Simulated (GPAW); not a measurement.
Here is a GPAW 26.7.0 calculation.

Contents of run.py:

```python
import numpy as np
from ase.dft.bandgap import bandgap
from ase.io import read, write
from ase.units import Bohr, GPa
from gpaw import GPAW, PW
from gpaw.analyse.hirshfeld import HirshfeldPartitioning

atoms = read('ZrO2.cif')

calc = GPAW(mode=PW(800),
            xc='RPBE',
            kpts={'size': (9, 9, 9), 'gamma': True},
            occupations={'name': 'fermi-dirac', 'width': 0.05},
            nbands=24,
            convergence={'density': 1e-05, 'energy': 1e-05},
            maxiter=150,
            legacy_gpaw=True,
            txt='gpaw.txt')
atoms.calc = calc
energy = atoms.get_potential_energy()
forces = atoms.get_forces()
stress = atoms.get_stress()
calc.write('gs.gpw')
write('result.traj', atoms)
print(f'Energy: {energy:.6f} eV')
print('Forces (eV/A):')
print(forces.round(4))
print('Stress (GPa):', (stress / GPa).round(3))
print('Fermi level:', round(calc.get_fermi_level(), 4), 'eV')
print(f'Gap: {bandgap(calc)[0]:.4f} eV, direct: {bandgap(calc, direct=True)[0]:.4f} eV')

hirshfeld = HirshfeldPartitioning(calc)
print('Hirshfeld charges:', *np.round(hirshfeld.get_charges(), 4))
print('Hirshfeld volume ratios:', *np.round(hirshfeld.get_effective_volume_ratios(), 4))

# fields on the real-space grid
write('density.cube', atoms, data=calc.get_pseudo_density() * Bohr**3)
write('potential.cube', atoms, data=calc.get_electrostatic_potential())
```

Contents of ZrO2.cif:

```cif
data_ZrO2
_cell_length_a 3.59927634
_cell_length_b 3.59927634
_cell_length_c 3.59927634
_cell_angle_alpha 60.00000000
_cell_angle_beta 60.00000000
_cell_angle_gamma 60.00000000
_space_group_name_H-M_alt 'P1'
_space_group_name_Hall 'P 1'
_space_group_IT_number 1
loop_
_space_group_symop_operation_xyz
'x,y,z'
loop_
_atom_site_label
_atom_site_type_symbol
_atom_site_symmetry_multiplicity
_atom_site_Wyckoff_symbol
_atom_site_fract_x
_atom_site_fract_y
_atom_site_fract_z
_atom_site_occupancy
Zr1 Zr 1 a 0.0000000000 0.0000000000 0.0000000000 1
O1 O 1 a 0.7500000000 0.7500000000 0.7500000000 1
O2 O 1 a 0.2500000000 0.2500000000 0.2500000000 1
```

Potentials or basis: the program's PAW data sets (release 1.2.1) made for this functional, pw.

The run is started by

```bash
$ OMP_NUM_THREADS=1 python run.py
```

Predict the Hirshfeld charges.

Zr +0.65; O -0.32 e.

Predict the pressure.

6.9 GPa.

What does it give for the band gap on the k mesh?

3.45 eV, indirect (least direct gap 3.92 eV).

Caveat: an odd mesh through Γ misses points on the zone boundary, where band edges often lie.
